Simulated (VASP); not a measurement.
## MgO: O into a neighbouring O vacancy

Wanted: the minimum-energy path in MgO for this move: O into a neighbouring O vacancy. The start is a computed cell from the Materials Project.

Program: VASP 6.6.1. Level of theory: PBEsol; plane waves and PAW (Mg, O). Results are calculated unless marked as measured.

Most raw output is cut from this account.

### 1. The host crystal

Symmetry: Fm-3m, No. 225, cubic system. Conventional cell: a = 4.194 Å, b = 4.194 Å, c = 4.194 Å, α = 90.00°, β = 90.00°, γ = 90.00°. Nearest to Mg lie 6 O at 2.10 Å. O has 6 Mg at 2.10 Å nearest. Farther neighbours and most contacts between anions are not listed.

Coordinates:

```cif
data_structure
_symmetry_space_group_name_H-M 'P 1'
_symmetry_Int_Tables_number 1
_cell_length_a 2.9656
_cell_length_b 2.9656
_cell_length_c 2.9656
_cell_angle_alpha 60.000
_cell_angle_beta 60.000
_cell_angle_gamma 60.000
_cell_volume 18.44
loop_
_atom_site_label
_atom_site_type_symbol
_atom_site_fract_x
_atom_site_fract_y
_atom_site_fract_z
_atom_site_occupancy
Mg1 Mg 0.00000 0.00000 0.00000 1
O2 O 0.50000 0.50000 0.50000 1
```

### 2. Relax the host

First cell and atoms are relaxed at a raised cutoff, so that later runs start from this functional's own cell.

INCAR reads:

```
SYSTEM = MgO
PREC = Accurate
ENCUT = 520
EDIFF = 1E-06
NELM = 120
ISMEAR = 0
SIGMA = 0.1
LREAL = .FALSE.
ALGO = Normal
GGA = PS
NBANDS = 10
LORBIT = 11
LWAVE = .FALSE.
LCHARG = .FALSE.
KPAR = 6
LASPH = .TRUE.
IBRION = 2
NSW = 40
ISIF = 3
EDIFFG = -0.02
POTIM = 0.4
```

POSCAR reads:

```
MgO
1.0
    0.0000000000      2.0970013927      2.0970013927
    2.0970013927      0.0000000000      2.0970013927
    2.0970013927      2.0970013927      0.0000000000
Mg O
1 1
Direct
    0.0000000000      0.0000000000      0.0000000000
    0.5000000000      0.5000000000      0.5000000000
```

KPOINTS reads:

```
Automatic mesh
0
Gamma
8 8 8
0 0 0
```

Potentials, in the order of the species: Mg and O (PBE family, release 64).

Started as:

```bash
$ mpirun -np 6 vasp_std
```

Wall time 2.6 s (6 MPI ranks of AMD EPYC 9R45, shared host); peak memory 0.68 GiB.

The gap is read on the k-mesh alone, so it is an upper bound where the band edges lie off the mesh. The PAW data sets were made with PBE, which is usual practice but a small mismatch for other functionals. The run keeps the 48 symmetry operations of its start, so it cannot find a distortion of lower symmetry.

Step by step:

| step | energy less that of the first step (eV) | largest force (eV/Å) | pressure (GPa) | volume (Å³) |
| --- | --- | --- | --- | --- |
| 1 | 0.0000 | 0.0000 | 1.84 | 18.44 |
| 2 | -0.0012 | 0.0000 | -0.16 | 18.67 |

| conventional cell, symmetrised | before | after | change |
| --- | --- | --- | --- |
| a (Å) | 4.194 | 4.211 | +0.4 % |
| b (Å) | 4.194 | 4.211 | +0.4 % |
| c (Å) | 4.194 | 4.211 | +0.4 % |
| volume (Å³/atom) | 9.22 | 9.34 | +1.2 % |

Final coordinates:

```cif
data_structure
_symmetry_space_group_name_H-M 'P 1'
_symmetry_Int_Tables_number 1
_cell_length_a 2.9777
_cell_length_b 2.9777
_cell_length_c 2.9777
_cell_angle_alpha 60.000
_cell_angle_beta 60.000
_cell_angle_gamma 60.000
_cell_volume 18.67
loop_
_atom_site_label
_atom_site_type_symbol
_atom_site_fract_x
_atom_site_fract_y
_atom_site_fract_z
_atom_site_occupancy
Mg1 Mg 0.00000 0.00000 0.00000 1
O2 O 0.50000 0.50000 0.50000 1
```

Numbers from this step:

```yaml
electronic_cycles: 17
electrons: 8
free_energy_toten: -12.51 eV
fermi_energy: 3.556 eV
metallic: no
gap_on_the_k_mesh: 4.641 eV
least_direct_gap_on_the_k_mesh: 4.641 eV
```

The run ended after 2 ionic steps, 0.001 eV below its first step, once forces and stress met EDIFFG = -0.02.

### 3. Relax the start

System of this step: Mg27O26. The cell holds 53 atoms: 27 Mg and 26 O. Its edges and angles: a = 8.933 Å, b = 8.933 Å, c = 8.933 Å, α = 60.0°, β = 60.0°, γ = 60.0°. It derives from MgO. Nearest the centre at fractional (0.167, 0.167, 0.333): Mg11 at 1.44 Å, O28 at 1.47 Å, Mg5 at 1.48 Å, O36 at 2.54 Å, O34 at 2.56 Å, Mg14 at 2.56 Å, Mg3 at 2.57 Å, Mg2 at 2.57 Å. The cell carries charge +2.

A path needs two true minima; the start is relaxed with symmetry off.

This cell carries charge +2, set by NELECT and balanced by a uniform background.

INCAR reads:

```
SYSTEM = Mg27O26
PREC = Normal
ENCUT = 400
EDIFF = 1E-05
NELM = 120
ISMEAR = 0
SIGMA = 0.05
LREAL = Auto
ALGO = Fast
GGA = PS
NELECT = 208
NBANDS = 144
LORBIT = 11
LWAVE = .FALSE.
LCHARG = .FALSE.
KPAR = 6
LASPH = .TRUE.
IBRION = 2
NSW = 60
ISIF = 2
EDIFFG = -0.05
POTIM = 0.4
MAXMIX = 40
ISYM = 0
```

POSCAR reads:

```
Mg27O26
1.0
    0.0000000000      6.3167374278      6.3167374278
    6.3167374278      0.0000000000      6.3167374278
    6.3167374278      6.3167374278      0.0000000000
Mg O
27 26
Direct
    0.0012767208     -0.0002304938      0.0013246795
    0.0042029413     -0.0027896340      0.3319969220
    0.0023471670     -0.0011928610      0.6661594309
    0.0004448542      0.3346194771     -0.0003548640
    0.0001447343      0.3316621170      0.3326727950
   -0.0013481340      0.3337554932      0.6681405685
    0.0008435659      0.6658488805     -0.0016578857
    0.0040786736      0.6657754750      0.3333519135
    0.0010248600      0.6650884448      0.6596608291
    0.3346839599     -0.0006625437     -0.0006741919
    0.3276223716      0.0045153919      0.3355234243
    0.3321729158      0.0032598030      0.6698746697
    0.3318031066      0.3353937855     -0.0036878948
    0.3301361246      0.3343673156      0.3326445105
    0.3317961823      0.3345593427      0.6652125532
    0.3324370028      0.6659599809      0.0010090034
    0.3343121094      0.6667037577      0.3351761623
    0.3349931181      0.6634192268      0.6673234331
    0.6650258183      0.0045362266     -0.0017526358
    0.6642246071      0.0014481937      0.3318216148
    0.6654579746     -0.0019011035      0.6687390684
    0.6679967963      0.3305253850     -0.0006982068
    0.6648860427      0.3298935809      0.3375187416
    0.6677316659      0.3313263072      0.6694791343
    0.6695423679      0.6645934257     -0.0004939532
    0.6623560284      0.6662855847      0.3365509526
    0.6673624475      0.6684257096      0.6645593087
    0.1618862794      0.1676629389      0.4996168064
    0.1653301106      0.1659760897      0.8368221556
    0.1681152415      0.5000344830      0.1666288630
    0.1655354104      0.5008310116      0.5019433389
    0.1651844721      0.4943555591      0.8381582117
    0.1646819498      0.8308051225      0.1687558682
    0.1664740834      0.8362565820      0.4981305030
    0.1698543707      0.8340047215      0.8322642965
    0.4956101241      0.1662619199      0.1682838418
    0.4959579747      0.1685285636      0.5036896529
    0.5008176275      0.1685470847      0.8319096608
    0.4988368072      0.4989006966      0.1678733933
    0.4986740855      0.5034342480      0.4980524945
    0.4912694602      0.5009219860      0.8372364253
    0.5014724282      0.8286917854      0.1732613708
    0.5015814226      0.8290900252      0.5002833658
    0.5010921937      0.8339255600      0.8311389330
    0.8341354118      0.1653056501      0.1667444184
    0.8326596393      0.1643312134      0.4996610629
    0.8298136752      0.1667260120      0.8332946157
    0.8308572955      0.5023053737      0.1689743131
    0.8314954719      0.5011142747      0.5005053476
    0.8312720958      0.4983906821      0.8362887534
    0.8294074831      0.8339154354      0.1687230868
    0.8367167729      0.8351022378      0.4953800190
    0.8320633540      0.8278345514      0.8351101435
```

KPOINTS reads:

```
Automatic mesh
0
Gamma
2 2 2
0 0 0
```

Started as:

```bash
$ mpirun -np 6 vasp_std
```

The job ended after 6.4 min (6 MPI ranks; peak memory 3.2 GiB).

Relaxation path:

| step | energy less that of the first step (eV) | largest force (eV/Å) |
| --- | --- | --- |
| 1 | 0.0000 | 3.0788 |
| 2 | -2.0313 | 1.1936 |
| 3 | -2.1559 | 1.1709 |
| 4 | -2.1598 | 1.2300 |
| 5 | -2.4327 | 0.2963 |
| 6 | -2.4529 | 0.1782 |
| 7 | -2.4673 | 0.0793 |
| 8 | -2.4689 | 0.0600 |
| 9 | -2.4711 | 0.0378 |

The atoms that moved most (Å):

| atom | dx | dy | dz | length |
| --- | --- | --- | --- | --- |
| Mg11 | -0.035 | 0.202 | 0.002 | 0.205 |
| Mg5 | 0.200 | -0.001 | 0.002 | 0.200 |
| Mg2 | 0.022 | -0.019 | -0.193 | 0.195 |
| Mg4 | -0.003 | -0.184 | -0.020 | 0.185 |
| Mg10 | -0.173 | 0.000 | -0.007 | 0.173 |
| Mg13 | 0.012 | 0.028 | 0.170 | 0.173 |
| O42 | 0.031 | -0.090 | 0.016 | 0.096 |
| O41 | -0.029 | 0.028 | 0.075 | 0.085 |

A gap read on the k-mesh alone can miss the band edges.

This step gave:

| Item | Value |
| --- | --- |
| electronic cycles | 77 |
| electrons | 208 |
| free energy (TOTEN) | -337.0908 eV |
| Fermi energy | 3.183 eV |
| gap on the k-mesh | 2.161 eV |
| least direct gap on the k-mesh | 2.161 eV |

The run ended after 9 ionic steps, 2.471 eV below its first step, once the forces on the free atoms met EDIFFG = -0.05.

### 4. Relax the end

The end state is relaxed in the same way, so that both ends share their errors.

This cell carries charge +2, set by NELECT and balanced by a uniform background.

INCAR is that of step 3.

POSCAR reads:

```
Mg27O26
1.0
    0.0000000000      6.3167374278      6.3167374278
    6.3167374278      0.0000000000      6.3167374278
    6.3167374278      6.3167374278      0.0000000000
Mg O
27 26
Direct
    0.0010519197     -0.0018012410      0.0017962798
    0.0024712405     -0.0002544260      0.3315951011
    0.0024031136     -0.0017408493      0.6705087830
    0.0006236326      0.3324801564     -0.0010225069
    0.0000557261      0.3338284166      0.3331825334
    0.0030486304      0.3284649684      0.6662448004
    0.0049522968      0.6658852762     -0.0029330545
   -0.0020011741      0.6657162529      0.3358447687
   -0.0049560448      0.6680154865      0.6744097788
    0.3322439830     -0.0038332261      0.0013647432
    0.3342809247      0.0029350160      0.3309322334
    0.3275839452      0.0058814265      0.6638316061
    0.3379167300      0.3292821919     -0.0010700704
    0.3336735407      0.3387822861      0.3296207371
    0.3290399313      0.3388071393      0.6675887997
    0.3323582975      0.6636344535      0.0009004088
    0.3283744303      0.6706881117      0.3352236285
    0.3311354328      0.6681068582      0.6668142661
    0.6654946003     -0.0025340957      0.0007495041
    0.6665041922     -0.0008941660      0.3328407452
    0.6673053180      0.0017461603      0.6650999977
    0.6659095749      0.3319856001      0.0003244330
    0.6663196632      0.3353229092      0.3296767106
    0.6678633387      0.3332740987      0.6631084706
    0.6621992435      0.6647407078      0.0032005833
    0.6641759331      0.6646855310      0.3366458945
    0.6625544014      0.6672132048      0.6685591158
    0.1665533532      0.1674215265      0.1662149086
    0.1711235871      0.1603016138      0.8346142804
    0.1695220923      0.4960211966      0.1657706140
    0.1655201773      0.5009573400      0.5000712241
    0.1661700715      0.5026456147      0.8314658825
    0.1661557152      0.8340881842      0.1644240222
    0.1642340178      0.8330350794      0.5017073398
    0.1612667612      0.8354693256      0.8331597008
    0.4978270618      0.1689282401      0.1645302303
    0.5000614440      0.1637088213      0.5027841382
    0.4976277700      0.1612577799      0.8367604803
    0.4928309066      0.5048582959      0.1716236982
    0.4957566893      0.4986092991      0.5041171955
    0.4996493509      0.4989260330      0.8363922724
    0.4997764743      0.8306794867      0.1684289126
    0.4985530146      0.8326433528      0.5020780026
    0.5004607977      0.8301007812      0.8321582244
    0.8332142206      0.1692620087      0.1672419812
    0.8322968493      0.1652240262      0.5018688793
    0.8346108334      0.1644086365      0.8377065296
    0.8332599688      0.4985495390      0.1662402900
    0.8342020656      0.4982101671      0.4995688152
    0.8315685616      0.5027903391      0.8350987435
    0.8336245577      0.8375910918      0.1654231917
    0.8324754529      0.8330315422      0.4982985601
    0.8312409627      0.8353145871      0.8309888622
```

KPOINTS is that of step 3.

Started as:

```bash
$ mpirun -np 6 vasp_std
```

Run time: 6.2 min. Hardware: 6 MPI ranks; peak memory 3.2 GiB; 36 min of CPU time.

Relaxation path:

| step | energy less that of the first step (eV) | largest force (eV/Å) |
| --- | --- | --- |
| 1 | 0.0000 | 3.3291 |
| 2 | -2.1033 | 1.4045 |
| 3 | -2.2518 | 1.0895 |
| 4 | -2.2567 | 1.1754 |
| 5 | -2.5346 | 0.2920 |
| 6 | -2.5543 | 0.1839 |
| 7 | -2.5711 | 0.1133 |
| 8 | -2.5728 | 0.0845 |
| 9 | -2.5758 | 0.0471 |

The atoms that moved most (Å):

| atom | dx | dy | dz | length |
| --- | --- | --- | --- | --- |
| Mg12 | -0.019 | 0.230 | -0.005 | 0.231 |
| Mg6 | 0.217 | -0.017 | 0.006 | 0.218 |
| Mg3 | -0.009 | -0.041 | -0.192 | 0.196 |
| Mg11 | -0.182 | 0.006 | -0.026 | 0.184 |
| Mg5 | -0.004 | -0.182 | -0.007 | 0.182 |
| Mg14 | -0.007 | 0.017 | 0.142 | 0.143 |
| O29 | -0.008 | -0.078 | 0.008 | 0.079 |
| O47 | -0.053 | -0.034 | 0.041 | 0.075 |

This step gave:

* electronic cycles: 75
* free energy (TOTEN): -337.0904 eV
* Fermi energy: 3.180 eV
* gap on the k-mesh: 2.163 eV
* least direct gap on the k-mesh: 2.163 eV

The run ended after 9 ionic steps, 2.576 eV below its first step, once the forces on the free atoms met EDIFFG = -0.05.

[end of part 1 of 2]

[Lines on the potential files, build, host, timing and source positions are cut from VASP's logs without a mark.]

[Logs are printed without paths, hosts, clocks, repeated set-up lines and the standing remarks that a program may print on its own settings, such as how far it seeks lower states.]

[Hosts, paths, dates, database ids (printed as entryN), source tags and the programs' standing remarks are cut or masked in the printed files.]

[Runs that stopped without an error message from VASP are left out.]
